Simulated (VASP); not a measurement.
# NaI (Fm-3m) in VASP: notebook

One crystal, NaI, is run at these levels: BEEF-vdW, vdW-DF-cx, optB86b-vdW, optB88-vdW; tasks: relaxation of cell and atoms.

Program: VASP 6.6.1. These are calculated values, not measurements. Logs are shortened: lines on timing, memory, paths and dates and some standing lists are left out, and cuts for length are marked.

### Step 1. The crystal as given

Symmetry: Fm-3m, No. 225, cubic system. The conventional cell has a = 6.473 Å, b = 6.473 Å, c = 6.473 Å, α = 90.00°, β = 90.00°, γ = 90.00°. I (site symmetry m-3m) has 6 Na at 3.24 Å as nearest neighbours. Na (site symmetry m-3m) is surrounded by 6 I at 3.24 Å.

### Step 2. Relaxation of cell and atoms, BEEF-vdW

Input file INCAR:

```
PREC     = Accurate       # precision mode
ENCUT    = 600            # plane-wave cutoff, eV
EDIFF    = 1E-6           # SCF threshold, eV
ISMEAR   = -1             # smearing method
SIGMA    = 0.05           # smearing width, eV
LREAL    = F              # projectors in reciprocal space
LASPH    = T              # aspherical terms in the spheres
NELM     = 60             # most SCF steps
ALGO     = Normal         # electronic algorithm
ISIF     = 3              # what is computed and relaxed
LWAVE    = F              # write WAVECAR
LCHARG   = F              # write CHGCAR
GGA      = BF             # functional
LUSE_VDW = T            
ZAB_VDW  = -1.8867      
IBRION   = 2              # ionic algorithm
NSW      = 60             # ionic steps
EDIFFG   = -0.01          # ionic threshold
```

Input file KPOINTS:

```
Automatic mesh
0
Gamma
  7 7 7
```

Input file POSCAR:

```
NaI
1.0
    0.0000000000      3.2364000000      3.2364000000
    3.2364000000      0.0000000000      3.2364000000
    3.2364000000      3.2364000000      0.0000000000
I Na
1 1
Direct
    0.5000000000      0.5000000000      0.5000000000
    0.0000000000      0.0000000000      0.0000000000
```

Potentials or basis: VASP PAW PBE potentials, release 64 (I, Na_pv).

Command:

```sh
$ cat potpaw_PBE.64/I/POTCAR potpaw_PBE.64/Na_pv/POTCAR > POTCAR
$ mpirun -np 1 vasp_std > vasp.out
```

OUTCAR:

```text
PREC = Accurate
   ENCUT = 600
   EDIFF = 1E-6
   ISMEAR = -1
   LREAL = F
   LASPH = T
   NELM = 60
   ISIF = 3
   GGA = BF
   IBRION = 2
   NSW = 60
   EDIFFG = -0.01

 ion  position               nearest neighbor table
   1  0.500  0.500  0.500-
   2  0.000  0.000  0.000-

  LATTYP: Found a face centered cubic cell.
 ALAT       =     6.4728000000

  Lattice vectors:

 A1 = (   0.0000000000,   3.2364000000,   3.2364000000)
 A2 = (   3.2364000000,   0.0000000000,   3.2364000000)
 A3 = (   3.2364000000,   3.2364000000,   0.0000000000)

Analysis of symmetry for initial positions (statically):
=====================================================================
 Subroutine PRICEL returns:
 Original cell was already a primitive cell.

 Routine SETGRP: Setting up the symmetry group for a
 face centered cubic supercell.

 Subroutine GETGRP returns: Found 48 space group operations
 (whereof 48 operations were pure point group operations)
 out of a pool of 48 trial point group operations.

The static configuration has the point symmetry O_h .

Analysis of symmetry for dynamics (positions and initial velocities):
=====================================================================
 Subroutine PRICEL returns:
 Original cell was already a primitive cell.

 Routine SETGRP: Setting up the symmetry group for a
 face centered cubic supercell.

 Subroutine GETGRP returns: Found 48 space group operations
 (whereof 48 operations were pure point group operations)
 out of a pool of 48 trial point group operations.

The dynamic configuration has the point symmetry O_h .

 Subroutine INISYM returns: Found 48 space group operations
 (whereof 48 operations are pure point group operations),
 and found     1 'primitive' translations

----------------------------------------------------------------------------------------

                                     Primitive cell

  volume of cell :      67.7980

  direct lattice vectors                    reciprocal lattice vectors
     0.000000000  3.236400000  3.236400000    -0.154492646  0.154492646  0.154492646
     3.236400000  0.000000000  3.236400000     0.154492646 -0.154492646  0.154492646
     3.236400000  3.236400000  0.000000000     0.154492646  0.154492646 -0.154492646

  length of vectors
     4.576960773  4.576960773  4.576960773     0.267589113  0.267589113  0.267589113

  position of ions in fractional coordinates (direct lattice)
     0.500000000  0.500000000  0.500000000
     0.000000000  0.000000000  0.000000000

  ion indices of the primitive-cell ions
   primitive index   ion index
                 1           1
                 2           2

----------------------------------------------------------------------------------------

 KPOINTS: Automatic mesh

Automatic generation of k-mesh.
 Grid dimensions read from file:
 generate k-points for:    7    7    7

 Generating k-lattice:

  Cartesian coordinates                     Fractional coordinates (reciprocal lattice)
    -0.022070378  0.022070378  0.022070378     0.142857143  0.000000000  0.000000000
     0.022070378 -0.022070378  0.022070378     0.000000000  0.142857143  0.000000000
     0.022070378  0.022070378 -0.022070378     0.000000000  0.000000000  0.142857143

  Length of vectors
     0.038227016  0.038227016  0.038227016

  Shift w.r.t. Gamma in fractional coordinates (k-lattice)
     0.000000000  0.000000000  0.000000000

 Subroutine IBZKPT returns following result:
 ===========================================

 Found     20 irreducible k-points:

 Following reciprocal coordinates:
            Coordinates               Weight
  0.000000  0.000000  0.000000      1.000000
  0.142857  0.000000  0.000000      8.000000
  0.285714  0.000000  0.000000      8.000000
  0.428571  0.000000  0.000000      8.000000
  0.142857  0.142857  0.000000      6.000000
  0.285714  0.142857  0.000000     24.000000
[... 12 lines left out ...]
 -0.428571  0.428571  0.142857     24.000000
 -0.285714  0.428571  0.142857     24.000000
   k-points           NKPTS =     20   k-points in BZ     NKDIM =     20   number of bands    NBANDS=     11
   number of dos      NEDOS =    301   number of ions     NIONS =      2
   total plane-waves  NPLWV =  64000
   dimension x,y,z NGX =    40 NGY =   40 NGZ =   40
   dimension x,y,z NGXF=    80 NGYF=   80 NGZF=   80
   ions per type =               1   1
   NGX,Y,Z   is equivalent  to a cutoff of  14.53, 14.53, 14.53 a.u.
   NGXF,Y,Z  is equivalent  to a cutoff of  29.06, 29.06, 29.06 a.u.
 SYSTEM =  unknown system
   PREC   = accura    normal or accurate (medium, high low for compatibility)
   ISTART =      0    job   : 0-new  1-cont  2-samecut
   ICHARG =      2    charge: 1-file 2-atom 10-const
   ISPIN  =      1    spin polarized calculation?
   LNONCOLLINEAR =      F non collinear calculations
   LSORBIT =      F    spin-orbit coupling
   LASPH  =      T    aspherical Exc in radial PAW
   ENCUT  =  600.0 eV  44.10 Ry    6.64 a.u.   9.14  9.14  9.14*2*pi/ulx,y,z
   NELM   =     60;   NELMIN=  2; NELMDL= -5     # of ELM steps
   EDIFF  = 0.1E-05   stopping-criterion for ELM
   LREAL  =      F    real-space projection
   EDIFFG = -.1E-01   stopping-criterion for IOM
   NSW    =     60    number of steps for IOM
   IBRION =      2    ionic relax: 0-MD 1-quasi-New 2-CG
   NFREE  =      1    steps in history (QN), initial steepest desc. (CG)
   ISIF   =      3    stress and relaxation
   ISYM   =      2    0-nonsym 1-usesym 2-fastsym
   POTIM  = 0.5000    time-step for ionic-motion
   TEBEG  =    0.0;   TEEND  =   0.0 temperature during run
   PSTRESS=    0.0 pullay stress
   NELECT =      14.0000    total number of electrons
   NUPDOWN=      -1.0000    fix difference up-down
   EMIN   =  10.00;   EMAX   =-10.00  energy-range for DOS
   EFERMI =   0.00;   METHOD = LEGACY
   ISMEAR =    -1;   SIGMA  =   0.05  broadening in eV -4-tet -1-fermi 0-gaus
   EFERMI_NEDOS =   21; number of points for ismear=-14 and -15
   IALGO  =     38    algorithm
   IMIX   =      4    mixing-type and parameters
     AMIX     =   0.40;   BMIX     =  1.00
     AMIX_MAG =   1.60;   BMIX_MAG =  1.00
  volume/ion in A,a.u.               =      33.90       228.76
  Fermi-wavevector in a.u.,A,eV,Ry     =   0.967636  1.828567 12.739397  0.936319
  Thomas-Fermi vector in A             =   2.097538
   LORBIT       =      0    0 simple, 1 ext, 2 COOP (PROOUT), +10 PAW based schemes
   GGA     = BF    functional components
   LHFCALC =     F    Hartree Fock is set to
   AEXX    =    0.0000 exact exchange contribution
   IVDW_NL    =     1    kernel type
   BPARAM     = 6.3000
   IVDW    =     0    specifies the selected vdW correction
   LEPSILON=     F    determine dielectric tensor
   LRPA    =     F    only Hartree local field effects (RPA)
 conjugate gradient relaxation of ions
 non-spin polarized calculation
  energy-cutoff  :      600.00
  volume of cell :       67.80
 maximum number of plane-waves:      2281
 NGX is ok and might be reduce to    40
   NGX = 19   NGY = 19   NGZ = 19

--------------------------------------- Ionic step        1  -------------------------------------------

 number of electron      13.9999994 magnetization

 Free energy of the ion-electron system (eV)
  ---------------------------------------------------
  ext. energy  EPLUGINS =         0.00000000
  ---------------------------------------------------
  free energy    TOTEN  =        -1.59553796 eV

  energy without entropy =       -1.59553796  energy(sigma->0) =       -1.59553796

------------------------ aborting loop because EDIFF is reached ----------------------------------------

  FORCE on cell =-STRESS in cart. coord.  units (eV):
  Direction    XX          YY          ZZ          XY          YZ          ZX
  --------------------------------------------------------------------------------------
  -------------------------------------------------------------------------------------
  Total        0.1891598      0.1891598      0.1891598      0.0000000     -0.0000000      0.0000000
  in kB        4.4701582      4.4701582      4.4701582      0.0000000     -0.0000000      0.0000000
  external PRESSURE =       4.4701582 kB  Pullay stress =       0.0000000 kB

 VOLUME and BASIS-vectors are now :
 -----------------------------------------------------------------------------
  energy-cutoff  :      600.00
  volume of cell :       67.80
      direct lattice vectors                 reciprocal lattice vectors
     0.000000000  3.236400000  3.236400000    -0.154492646  0.154492646  0.154492646
     3.236400000  0.000000000  3.236400000     0.154492646 -0.154492646  0.154492646
     3.236400000  3.236400000  0.000000000     0.154492646  0.154492646 -0.154492646
[... 274 lines left out ...]
  FREE ENERGIE OF THE ION-ELECTRON SYSTEM (eV)
  ---------------------------------------------------
  free  energy   TOTEN  =        -1.5978957240 eV

  energy  without entropy=       -1.5978957240  energy(sigma->0) =       -1.59789572

Total vdW correction in eV:      3.2380074

--------------------------------------- Ionic step        9  -------------------------------------------

 number of electron      13.9999994 magnetization

 Free energy of the ion-electron system (eV)
  ---------------------------------------------------
  ext. energy  EPLUGINS =         0.00000000
  ---------------------------------------------------
  free energy    TOTEN  =        -1.59795144 eV

  energy without entropy =       -1.59795144  energy(sigma->0) =       -1.59795144

 E-fermi :   1.5296     XC(G=0):  -7.7178

 val. band max:        0.5023611917   @ k =   0.0000   0.0000   0.0000
 cond. band min:       4.1940403254   @ k =   0.0000   0.0000   0.0000
 fundamental gap:      3.6916791337
 Fermi energy:         1.5296199524

 k-point     1 :       0.0000    0.0000    0.0000
  band No.  band energies     occupation
      1     -22.4556      2.00000
      2     -22.4556      2.00000
      3     -22.4556      2.00000
      4     -10.4455      2.00000
      5       0.5024      2.00000
      6       0.5024      2.00000
      7       0.5024      2.00000
      8       4.1940      0.00000
      9       8.5020      0.00000
     10       8.5020      0.00000
     11       8.5020      0.00000

 k-point     2 :       0.1429    0.0000    0.0000
  band No.  band energies     occupation
      1     -22.4564      2.00000
      2     -22.4557      2.00000
      3     -22.4557      2.00000
      4     -10.3947      2.00000
      5      -0.0352      2.00000
      6       0.4494      2.00000
      7       0.4494      2.00000
      8       4.8171      0.00000
      9       8.1316      0.00000
     10       8.6642      0.00000
     11       8.6642      0.00000
[... 272 lines left out ...]
 POSITION                                       TOTAL-FORCE (eV/Angst)
 -----------------------------------------------------------------------------------
      3.26035      3.26035      3.26035         0.000000     -0.000000     -0.000000
      0.00000      0.00000      0.00000        -0.000000      0.000000      0.000000
 -----------------------------------------------------------------------------------
    total drift:                                0.000000     -0.000000     -0.000000

  FREE ENERGIE OF THE ION-ELECTRON SYSTEM (eV)
  ---------------------------------------------------
  free  energy   TOTEN  =        -1.5979514360 eV

  energy  without entropy=       -1.5979514359  energy(sigma->0) =       -1.59795144

Total vdW correction in eV:      3.2392135

 reached required accuracy - stopping structural energy minimisation
```

Run time: 9.5 min. Hardware: 1 thread of Intel Xeon Platinum 8488C (Sapphire Rapids), shared host; peak memory 0.57 GiB.

What came out:

| Item | Value |
| --- | --- |
| Free energy | -1.5980 eV |
| Relaxed volume | 34.66 Å³/atom |
| Relaxed cell | a = 4.611 Å, b = 4.611 Å, c = 4.611 Å, α = 60.00°, β = 60.00°, γ = 60.00° |
| Space group after relaxing (to 0.05 Å) | Fm-3m (No. 225) |
| Energy gained by relaxing | 1.2 meV/atom |
| Ionic steps | 9 |
| Pressure after relaxing | 0.0 GPa |
| Band gap on the k mesh | 3.69 eV, direct |

The path:
```csv
step,energy change (eV),largest force (eV/Å),pressure (GPa),volume (Å³)
1,0.0000,0.0000,0.45,67.80
2,-0.0019,0.0000,0.18,68.73
3,-0.0024,0.0000,-0.30,69.21
4,-0.0021,0.0000,0.17,68.91
5,-0.0023,0.0000,0.11,69.06
6,-0.0023,0.0000,0.06,69.13
7,-0.0023,0.0000,0.08,69.17
8,-0.0024,0.0000,0.07,69.21
9,-0.0024,0.0000,0.00,69.31
```

Final structure:
```
CELL_PARAMETERS angstrom
0.00000 3.26035 3.26035
3.26035 0.00000 3.26035
3.26035 3.26035 0.00000
ATOMIC_POSITIONS crystal
I 0.50000 0.50000 0.50000
Na 0.00000 0.00000 0.00000
```

Levels at points of the mesh, in eV from the valence-band top:
```csv
k point,band 3,band 4,band 5,band 6,band 7,band 8,band 9,band 10,band 11
"(0.00, 0.00, 0.00)",-22.96,-10.95,0.00,0.00,0.00,3.69,8.00,8.00,8.00
```

Caveat: the PAW data sets were made with another functional, which shifts forces and pressure a little; spin-orbit coupling is left out, which moves the levels of the heavy elements.

(Part 1 of 2 ends here.)
